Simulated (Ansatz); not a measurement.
SnSe in the wurtzite structure, relaxed with r2SCAN in the PAW code Ansatz. The symmetry is P6_3mc (No. 186, hexagonal); a = 5.075 Å, c = 6.174 Å in the conventional setting, 34.42 Å³ an atom. Around Sn lie 5 Se at 2.80–3.38 Å; around Se lie 5 Sn at 2.80–3.38 Å.

The axes x, y and z are those of this cell:
```
Sn Se
1.0
     5.07478    0.00000    0.00000
    -2.53739    4.39489    0.00000
     0.00000    0.00000    6.17368
Sn Se
2 2
Direct
  0.33333 0.66667 0.96086
  0.66667 0.33333 0.46086
  0.33333 0.66667 0.41414
  0.66667 0.33333 0.91414
```

Unstrained: With PBE the valence top lies at H and the conduction bottom at k = (0.281, 0.281, -1/2), 0.874 eV higher; the smallest vertical gap, at H, is 0.877 eV. Least and direct gap differ so little that the kind isn't settled. The r2SCAN gap is indirect, 1.002 eV (H to Γ–M (0.33 of the way from Γ)), below the direct gap of 1.027 eV at H. The HSE06 gap is direct at H: 1.206 eV. Meshes: PBE 6×6×4, r2SCAN 6×6×4, HSE06 6×6×4. Strains are changes of length per length. After each strain the atoms were relaxed again with r2SCAN within the symmetry that the strain leaves, so tilts or polar shifts that break it weren't tested; points keep the names that they have in the unstrained zone. No spin polarisation. The prototype was imposed, so other structures may be more stable.

(1) Estimate what biaxial -5.28 % in x and y, z held does to the gap.

Results:

(1) PBE: the gap goes from 0.874 to 0.468 eV (-0.406 eV); the edges go from H → (0.281, 0.281, -1/2) to H → (0.242, 0.242, 0.477).

Spin-orbit coupling is left out, which matters wherever the heavy atoms make up the band edges.

Coordinates of k points refer to the reciprocal vectors of the primitive cell of the runs.

The meshes of the hybrids are coarse, so their gaps aren't converged to the digits shown.
